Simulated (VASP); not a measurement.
Input of a VASP 6.6.1 run:

The input POSCAR:

```
H13O6F
1.0
    6.5280840000      0.0000000000      0.0000000000
    0.0000000000      6.5280840000      0.0000000000
    0.0000000000      0.0000000000      6.5280840000
O H F
6 13 1
Direct
    0.2035042962      0.0055816288      0.6495797851
    0.1225002113      0.3899409142      0.8428717205
    0.7776168501      0.5942346595      0.7744741152
    0.0081560355      0.2824797368      0.2102254331
    0.6039569343      0.2293216993      1.0976236502
    0.2966574092      0.9544368831      0.2445416674
    0.1903401686      0.1495524085      0.6844506875
    0.1305513199     -0.0609714687      0.7602881881
    0.0851101506      0.3484471397      0.9867639224
    0.2145018477      0.5036979077      0.8599965826
    0.7555915662      0.6414454572      0.6365553411
    0.8954836764      0.4979646667      0.7698569410
   -0.1305876433      0.2342247771      0.1850790524
    0.0931290671      0.1629704269      0.2371839579
    0.5726555123      0.2832651299      0.9643475181
    0.4972718170      0.1292674156      1.1277074300
    0.2058441197      0.8589768823      0.1767786181
    0.2714014719      0.9428793593      0.3919100522
    0.8824371662      0.7426993237     -0.0999151215
    0.9811696229      0.8332405524     -0.0246973413
```

The input INCAR.step1:

```
  ALGO = Normal
  EDIFF = 1E-4
  ENCUT = 520
  GGA = PE
  ISMEAR = -1
  LASPH = True
  LCHARG = False
  LREAL = Auto
  LWAVE = True
  NBANDS = 44
  NELM = 100
  PREC = Accurate
  SIGMA = 0.02
```

Contents of INCAR.step2:

```
  ALGO = Normal
  EDIFF = 1E-6
  ENCUT = 520
  ISIF = 2
  ISMEAR = -1
  ISTART = 1
  LASPH = True
  LCHARG = True
  LELF = True
  LMIXTAU = True
  LREAL = Auto
  LVHAR = True
  LWAVE = False
  METAGGA = R2SCAN
  NBANDS = 44
  NELM = 100
  PREC = Accurate
  SIGMA = 0.02
```

Contents of KPOINTS:

```
k-points
0
Gamma
  1 1 1
```

Potentials or basis: VASP PAW PBE potentials, release 64 (O, H, F).

The run is started by

```sh
$ cat potpaw_PBE.64/O/POTCAR potpaw_PBE.64/H/POTCAR potpaw_PBE.64/F/POTCAR > POTCAR
$ cp INCAR.step1 INCAR
$ mpirun -np 1 vasp_gam > vasp.out
$ cp INCAR.step2 INCAR
$ mpirun -np 1 vasp_gam > vasp.out
```

What does it give for the band gap on the k mesh?

5.59 eV, direct.

Predict the pressure.

-0.1 GPa.

Forces on the atoms (eV/Å):
```
O    0.005 -0.009 -0.045
O   -0.045 -0.064 -0.104
O    0.052 -0.032  0.176
O    0.175  0.115 -0.084
O   -0.059 -0.120  0.071
O   -0.008  0.047 -0.015
H    0.018  0.170 -0.011
H   -0.053 -0.135  0.043
H   -0.092 -0.089  0.185
H    0.144  0.136 -0.056
H   -0.070  0.058 -0.163
H    0.099 -0.083  0.026
H   -0.321 -0.003 -0.043
H    0.103 -0.096  0.017
H    0.038  0.083 -0.140
H    0.017 -0.074  0.133
H   -0.011  0.022 -0.022
H   -0.006  0.058  0.106
H   -0.058 -0.022 -0.097
F    0.073  0.037  0.025
```

Caveat: the PAW data sets were made with another functional, which shifts forces and pressure a little. r2SCAN opens gaps a little over a GGA but as a rule still falls short of measured ones.
